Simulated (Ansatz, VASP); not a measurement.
**TiTe2 (1T-TiTe2, 2 layers, AA stacking) in two plane-wave programs**

One calculation is typed for both programs; each brings its own data sets. How far apart do they land? Of the first pair: The structure shown is the end of the Ansatz relaxation below.

Program: Ansatz 0.2.0. Level of theory: plane waves, with VASP 6.6.1 beside it; single point at PBE with D3(BJ). Results are calculated unless marked as measured.

**1. Starting point**

The cell holds 6 atoms: 4 Te and 2 Ti. Cell: a = 3.684 Å, b = 3.684 Å, c = 27.652 Å, α = 90.0°, β = 90.0°, γ = 120.0°. Vacuum lies along c.

Structure file:

```cif
data_structure
_symmetry_space_group_name_H-M 'P 1'
_symmetry_Int_Tables_number 1
_cell_length_a 3.6840
_cell_length_b 3.6840
_cell_length_c 27.6518
_cell_angle_alpha 90.000
_cell_angle_beta 90.000
_cell_angle_gamma 120.000
_cell_volume 325.00
loop_
_atom_site_label
_atom_site_type_symbol
_atom_site_fract_x
_atom_site_fract_y
_atom_site_fract_z
_atom_site_occupancy
Te1 Te 0.66667 0.33333 0.31963 1
Te2 Te 0.33333 0.66667 0.44625 1
Te3 Te 0.66667 0.33333 0.55375 1
Te4 Te 0.33333 0.66667 0.68037 1
Ti5 Ti 0.00000 0.00000 0.38353 1
Ti6 Ti 0.00000 0.00000 0.61647 1
```

**2. Ansatz: relaxation, PBE with D3(BJ)**

Ansatz runs on its default PAW (the set named soft_2) files.

This run makes the geometry at which the two programs are then compared.

Input file input.yaml:

```yaml
crystal:
  lattice:
    - [3.75, 0.0, 0.0]
    - [-1.875, 3.2475952642, 0.0]
    - [0.0, 0.0, 27.6518433063]
  atoms:
    - { symbol: Te, position: [0.6666666667, 0.3333333333, 0.3073936123] }
    - { symbol: Ti, position: [0.0, 0.0, 0.3738615438] }
    - { symbol: Te, position: [0.3333333333, 0.6666666667, 0.4403294753] }
    - { symbol: Te, position: [0.6666666667, 0.3333333333, 0.5596705247] }
    - { symbol: Ti, position: [0.0, 0.0, 0.6261384562] }
    - { symbol: Te, position: [0.3333333333, 0.6666666667, 0.6926063877] }
kpoints:
  mp_grid: { grid: [12, 12, 1] }
hamiltonian:
  xc: pbe
  dispersion: d3bj
scf:
  occupations: { method: fermi_dirac, width: 0.05 }
  convergence: { dr2_threshold: 1.0e-08 }
efield:
  axis: 3
  dipole_correction: true
  ramp_position: 0.97
  ramp_width: 0.04
relax:
  f_tol: 0.01
  cell: { fix: [c, alpha, beta] }
output:
  write_potential: true
  write_density: true
  volumetric_format: npy
```

Launch:

```console
$ ansatz run input.yaml --threads 4 --pin off --max-ram 16384MiB --backend cpu --events-out ev --progress --plain --runs-dir out
```

Numbers of over 12 decimals in the logs are rounded to 6 here.

What it wrote:

```text
Warning: relax.cell: scf.convergence.dr2_threshold = 1e-8 eV is looser than the 6e-10 eV advised for a relaxation that steers and ends on the stress (1e-10 eV for each atom of the cell: 6). What an SCF threshold leaves in a stress goes as its square root, and in the free energy as the threshold itself, and one threshold admits the most on a small cell: [figures from the program's tests cut] Set scf.convergence.dr2_threshold to 6e-10 eV or tighter. The threshold is an SCF's pass mark: one that does not reach it within its budget of iterations ends unconverged, or closes short of it on a stop that the run arms, and scf.convergence.dr2_threshold's page says what that costs each kind of run
Engine: ansatz 0.2.0, aarch64-unknown-linux-gnu
Pseudopotentials: kind: paw
Pseudopotential: Te, paw, valence charge 16, recommended cutoff 420 eV (normal), Te.paw.azcp
Pseudopotential: Ti, paw, valence charge 12, recommended cutoff 420 eV (normal), Ti.paw.azcp
Functional definition: PBE
  parameter kappa = 0.804
  parameter beta = 0.066725
  exchange = pbe_x(kappa = kappa, mu = beta*pi^2/3)
  correlation = pbe_c(beta = beta)
Crystal: 6 atoms, lattice volume = 336.757 Å³
Basis set: ecut = 420 eV, 6609 PW (Γ), exchange–correlation on 54×54×384 points (8 copies of the dense FFT grid, shifted against one another)
Bands: 53, of which v1, the nominal top of the filled ones, is band 44 counted from 1 (43 counted from 0)
Symmetry: 6 space group operations
k-points: 19 of 144 (time reversal used)
Non-local potential: Te, projectors of the file, l = 0: 2, l = 1: 2, l = 2: 2, l = 3: 2
Non-local potential: Ti, projectors of the file, l = 0: 3, l = 1: 2, l = 2: 3, l = 3: 1
PAW form: soft (Blöchl's): semilocal exchange-correlation on the pseudo side does not see the compensation charge
PAW one-centre angular grid: Te, 590 points (default); XC on 64 Gauss nodes
PAW one-centre angular grid: Ti, 590 points (default); XC on 64 Gauss nodes
Initial density: superposition of atomic densities (neutral atoms: chi_scale 0, normalization atom), corrected by the library's trained network
Initial wavefunctions: pseudopotential atomic-orbital guess
Functional: x = pbe(κ = 0.804, μ = 0.219515), c = pbe(β = 0.066725)
SCF iter   1: F=—  HF=-32925.612169 eV  |F-HF|=—  |Δ(HF+E_count)|=         —  Δρ=2.22e-3  dr2=5.09e-2  ethr=1.77e-3  p=0.000 e·Å  D=3.72e-5 V/Å  ΔV_dip=-0.00 eV  dr2_dipole=1.45e-6  V_vac-E_F(+/−)=4.80/4.80 eV  ⟨swp⟩=8.9  Hψ=4132  notcnv=0
efield: sawtooth ramp at fractional position 0.9700 (set: `efield.ramp_position`, or a place that a band, a saddle search or an elastic batch's reference lends), width 0.0400; the density the first Hamiltonian is built on has a dipole p = 0.000 e·Å; the dipole correction subtracts the counter field D = 3.72e-5 V/Å, which shifts the + side's vacuum level by -0.00 eV against the − side's; the planar-averaged density in the ramp window peaks in size at 1.1e-5 e/Å³
preconditioner: auto → LDOS  [metal: Δε(μ)=0.063 eV  Ē_g=5.879 eV  σ=0.050 eV  W_gap=0.30  n_scr=72 (ndim 8)  ℏωp=11.4 eV  f_vac=0.487  D(μ)=2.86/eV (n_scr^D=10)  β→1.0]
SCF iter   2: F=—  HF=-32925.617441 eV  |F-HF|=—  |Δ(HF+E_count)|=   5.27e-3  Δρ=2.56e-3  dr2=7.97e-2  ethr=5.78e-5  p=-0.000 e·Å  D=-1.30e-5 V/Å  ΔV_dip=0.00 eV  dr2_dipole=5.83e-7  V_vac-E_F(+/−)=4.91/4.91 eV  ⟨swp⟩=3.5  Hψ=2608  notcnv=0  defer=8
SCF iter   3: F=—  HF=-32925.610637 eV  |F-HF|=—  |Δ(HF+E_count)|=   6.80e-3  Δρ=4.71e-4  dr2=2.76e-3  ethr=5.78e-5  p=0.000 e·Å  D=8.88e-6 V/Å  ΔV_dip=-0.00 eV  dr2_dipole=2.80e-8  V_vac-E_F(+/−)=4.77/4.77 eV  ⟨swp⟩=2.0  Hψ=1378  notcnv=0  defer=8
SCF iter   4: F=—  HF=-32925.610398 eV  |F-HF|=—  |Δ(HF+E_count)|=   2.39e-4  Δρ=1.39e-4  dr2=1.16e-4  ethr=3.14e-6  p=-0.000 e·Å  D=-6.27e-6 V/Å  ΔV_dip=0.00 eV  dr2_dipole=4.12e-9  V_vac-E_F(+/−)=4.81/4.81 eV  ⟨swp⟩=2.0  Hψ=1273  notcnv=0  defer=8
SCF iter   5: F=—  HF=-32925.610371 eV  |F-HF|=—  |Δ(HF+E_count)|=   2.68e-5  Δρ=3.55e-5  dr2=6.90e-6  ethr=1.32e-7  p=0.000 e·Å  D=1.01e-6 V/Å  ΔV_dip=-0.00 eV  dr2_dipole=4.52e-10  V_vac-E_F(+/−)=4.80/4.80 eV  ⟨swp⟩=2.2  Hψ=1733  notcnv=0  defer=8
SCF iter   6: F=—  HF=-32925.610454 eV  |F-HF|=—  |Δ(HF+E_count)|=   8.32e-5  Δρ=1.22e-5  dr2=7.46e-7  ethr=7.85e-9  p=-0.000 e·Å  D=-1.35e-6 V/Å  ΔV_dip=0.00 eV  dr2_dipole=6.66e-11  V_vac-E_F(+/−)=4.81/4.81 eV  ⟨swp⟩=2.5  Hψ=1829  notcnv=0  defer=8
SCF iter   7: F=—  HF=-32925.610455 eV  |F-HF|=—  |Δ(HF+E_count)|=   6.36e-7  Δρ=4.43e-6  dr2=2.26e-7  ethr=8.48e-10  p=-0.000 e·Å  D=-7.08e-8 V/Å  ΔV_dip=0.00 eV  dr2_dipole=3.43e-11  V_vac-E_F(+/−)=4.81/4.81 eV  ⟨swp⟩=2.1  Hψ=1798  notcnv=0  defer=8
[...]
SCF iter   6: F=-32925.886142 eV  HF=-32925.886142 eV  |F-HF|=1.96e-9  |Δ(HF+E_count)|=   3.75e-9  Δρ=6.11e-7  dr2=2.01e-9  ethr=1.14e-11  p=0.000 e·Å  D=6.64e-7 V/Å  ΔV_dip=-0.00 eV  dr2_dipole=2.54e-13  V_vac-E_F(+/−)=4.82/4.82 eV  ⟨swp⟩=8.9  Hψ=5657  notcnv=0
SCF 7 converged in 6 iterations: F = -32925.886142 eV  dr2 = 2.01e-9
relax step   7: F+E_penalty+E_count = -32925.88614163 eV  Δ(F+E_penalty+E_count) = -4.893e-5 eV  max|allowed force component| = 2.776e-3 eV/Å  Δτ_max = 0.0047 Å  P = +0.006 GPa  Ω = 325.003 Å³  energy of the carried Pulay correction = +8.006e-4 eV  fix = [c, alpha, beta]  reactions: c +0.003 GPa  (6 SCF iters, accepted)
Basis set: ecut = 420 eV, 6381 PW (Γ), exchange–correlation on 50×50×384 points (8 copies of the dense FFT grid, shifted against one another)
Initial wavefunctions: pseudopotential atomic-orbital guess (no wavefunctions were taken with the density)
iter 1 solved again at ethr=6.66e-7 eV; its pass at ethr=3.10e-3 eV (dr2=5.86e-4 eV) is discarded
SCF iter   1: F=—  HF=-32925.885150 eV  |F-HF|=—  |Δ(HF+E_count)|=         —  Δρ=2.43e-5  dr2=2.68e-7  ethr=6.66e-7  p=0.000 e·Å  D=6.64e-7 V/Å  ΔV_dip=-0.00 eV  dr2_dipole=1.01e-10  V_vac-E_F(+/−)=4.82/4.82 eV  ⟨swp⟩=4.0  Hψ=6658  notcnv=0
efield: sawtooth ramp at fractional position 0.9700 (set: `efield.ramp_position`, or a place that a band, a saddle search or an elastic batch's reference lends), width 0.0400; the density the first Hamiltonian is built on has a dipole p = 0.000 e·Å; the dipole correction subtracts the counter field D = 6.64e-7 V/Å, which shifts the + side's vacuum level by -0.00 eV against the − side's; the planar-averaged density in the ramp window peaks in size at 2.7e-6 e/Å³
eigensolver tolerance schedule: the retry pair's looser diagonalisation over-reported the residual by 2184.13 of it (diagonalisation noise at 0.88 of the residual, at the tolerance the schedule requests for it); recorded, not acted on — ethr = c·dr2/N_el stays at c = 1.0e-1
preconditioner: auto → LDOS  [metal: Δε(μ)=0.068 eV  Ē_g=6.210 eV  σ=0.050 eV  W_gap=0.33  n_scr=72 (ndim 8)  ℏωp=11.7 eV  f_vac=0.512  D(μ)=2.38/eV (n_scr^D=10)  β→1.0]
SCF iter   2: F=—  HF=-32925.885270 eV  |F-HF|=—  |Δ(HF+E_count)|=   1.21e-4  Δρ=6.40e-6  dr2=1.05e-7  ethr=3.05e-10  p=0.000 e·Å  D=5.21e-7 V/Å  ΔV_dip=-0.00 eV  dr2_dipole=1.76e-10  V_vac-E_F(+/−)=4.82/4.82 eV  ⟨swp⟩=3.5  Hψ=2293  notcnv=0
SCF iter   3: F=—  HF=-32925.885270 eV  |F-HF|=—  |Δ(HF+E_count)|=   7.80e-8  Δρ=1.58e-6  dr2=1.22e-8  ethr=1.19e-10  p=0.000 e·Å  D=8.24e-7 V/Å  ΔV_dip=-0.00 eV  dr2_dipole=9.12e-13  V_vac-E_F(+/−)=4.82/4.82 eV  ⟨swp⟩=2.0  Hψ=1850  notcnv=0
SCF iter   4: F=-32925.885270 eV  HF=-32925.885270 eV  |F-HF|=6.91e-10  |Δ(HF+E_count)|=   2.33e-9  Δρ=3.94e-7  dr2=1.70e-9  ethr=1.14e-11  p=0.000 e·Å  D=5.51e-7 V/Å  ΔV_dip=-0.00 eV  dr2_dipole=5.38e-13  V_vac-E_F(+/−)=4.82/4.82 eV  ⟨swp⟩=12.2  Hψ=6430  notcnv=0
SCF 8 converged in 4 iterations: F = -32925.885270 eV  dr2 = 1.70e-9
relax step   8: F+E_penalty+E_count = -32925.88527039 eV  Δ(F+E_penalty+E_count) = +8.712e-4 eV  max|allowed force component| = 2.850e-3 eV/Å  Δτ_max = 0.0000 Å  P = +0.008 GPa  Ω = 325.003 Å³  fix = [c, alpha, beta]  reactions: c +0.004 GPa  stress off target by 9.52e-3 GPa on what of the cell is left free  SCF on the basis re-selected at this cell (its energy is not comparable with the rows above)  (4 SCF iters)
basis re-selected at this cell: Δ(F+E_penalty+E_count) = +8.712e-4 eV, ΔP = +0.001 GPa vs the last step (what re-selecting the basis moved, of the pressure what is left beyond the Pulay correction that the steps carried, after the strain that the cell walked since its last selection, with what the two solves' SCF thresholds leave and, on support functions, any second-order correction that the steps lacked; it is no measure of the basis error at this ecutwfc). The dense FFT grid was sized anew with the basis: this SCF ran on 25×25×192 points, the steps before it on 27×27×192, so part of this shift can come from that change (see relax.cell in the input reference). [rest of the remark cut]
SCF converged after 4 iterations
Free energy (F): -32925.885270 eV
Harris-Foulkes:  -32925.885270 eV  (|F-HF|=6.91e-10)
Internal energy: -32925.864955 eV  (E = F + TS)
E sigma→0 (E₀):  -32925.875113 eV
Entropy (-TS):   -0.020316 eV (-3.386 meV/atom)
Fermi energy:    2.627908 eV
Dipole field:    D = 0.000001 V/Å  (p = 0.000002 e·Å, saw-weighted, corrected)
Work function:   Φ+ = 4.8207 eV   Φ− = 4.8207 eV
Levels:          The Fermi level and band energies are counted from a zero that moves with the ramp; work functions are not
--- Per-component energies (eV) ---
  E_band       = -2007.531799
  E_kinetic    = 1268.787098
  E_local      = -89762.942385  (includes V_loc(G=0)·N_el)
  E_nonlocal   = -1223.829984
  E_hartree    = 45118.003861
  E_xc         = -693.978890
  E_vxc        = -663.027462  (∫ρ·V_xc dr)
  E_paw        = -20745.300809  (= ΣΔE_a)
  E_vpaw       = -1862.533636  (= ΣTr[D̂ρ^β])
  E_aug_tail   = -0.000465  (compensation charges beyond the density's cutoff)
  E_efield     = 0.000000  (sawtooth field / dipole correction)
  E_vefield    = -0.000032  (∫n·V_field dr)
  E_ewald      = 33116.018922
  E_disp       = -2.622302  (pairwise vdW)
  E_smearing   = -0.020316  (= −TS)
  E_closure    = -0.000000  (closes the sum)
  Σ components = -32925.885270   (vs F -32925.885270, Δ=0.00e0)
--- Forces (eV/Å), atoms counted from 1 ---
  atom   1  Te     0.00000000     0.00000000    -0.00284981
  atom   2  Ti    -0.00000000    -0.00000000     0.00019816
  atom   3  Te    -0.00000000    -0.00000000     0.00157404
  atom   4  Te     0.00000000     0.00000000    -0.00157290
  atom   5  Ti     0.00000000     0.00000000    -0.00019822
  atom   6  Te    -0.00000000    -0.00000000     0.00284843
  max |Σ_I F_I| component: 2.84e-7 eV/Å
--- Stress (GPa, compression-positive) ---
        0.009521      -0.000000      -0.000000
       -0.000000       0.009521       0.000000
       -0.000000       0.000000       0.003992
  P = ⅓ Tr σ = 0.0077 GPa (0.077 kbar)
--- Band table (eV; the first three rows and the last of 19) ---
  k-point 0: bands = [... 40 lower, 2.9829, 3.1075, 3.1075, 3.1139, 3.1139, 3.6355, 3.7777, 3.7777, ... 5 higher]
  k-point 1: bands = [... 40 lower, 2.5553, 2.6667, 2.8433, 2.9057, 3.0071, 3.3003, 3.8592, 3.9451, ... 5 higher]
  k-point 2: bands = [... 40 lower, 1.5411, 2.1419, 2.4313, 2.5487, 2.9191, 3.1368, 3.8234, 4.0888, ... 5 higher]
  k-point 18: bands = [... 40 lower, 0.4165, 0.4165, 0.7512, 0.7512, 3.7596, 3.7596, 3.8245, 3.8298, ... 5 higher]
--- Relaxed structure (7 steps of the walk, 7 accepted, 1 SCFs on fresh bases) ---
  F+E_penalty+E_count = -32925.88527039 eV   max|allowed force component| = 2.850e-3 eV/Å   (the final SCF, on the basis selected at the relaxed cell)
  cell:  # Å, volume = 325.0030 Å³
    - [3.683972, 0, 0]
    - [-1.841986, 3.190413, 0]
    - [0, 0, 27.6518433063]
  atoms:
    - { symbol: Te, position: [0.666667, 0.333333, 0.319632] }
    - { symbol: Ti, position: [1.0659916084438791e-17, 3.0456903098396522e-18, 0.383527] }
    - { symbol: Te, position: [0.333333, 0.666667, 0.446251] }
    - { symbol: Te, position: [0.666667, 0.333333, 0.553749] }
    - { symbol: Ti, position: [-1.0659916391697547e-17, -3.0456903976278666e-18, 0.616473] }
    - { symbol: Te, position: [0.333333, 0.666667, 0.680368] }
```

Reading the cycles: dr2 is the Hartree energy of the density residual (eV), the measure of convergence; HF is the Harris–Foulkes estimate of the energy, which meets the free energy F at convergence.

[end of part 1 of 3]

[Lines on the potential files, build, host, timing and source positions are cut from VASP's logs without a mark.]

[Logs are printed without paths, hosts, clocks, repeated set-up lines and the standing remarks that a program may print on its own settings, such as how far it seeks lower states.]

[Hosts, paths, dates, database ids (printed as entryN), source tags and the programs' standing remarks are cut or masked in the printed files.]
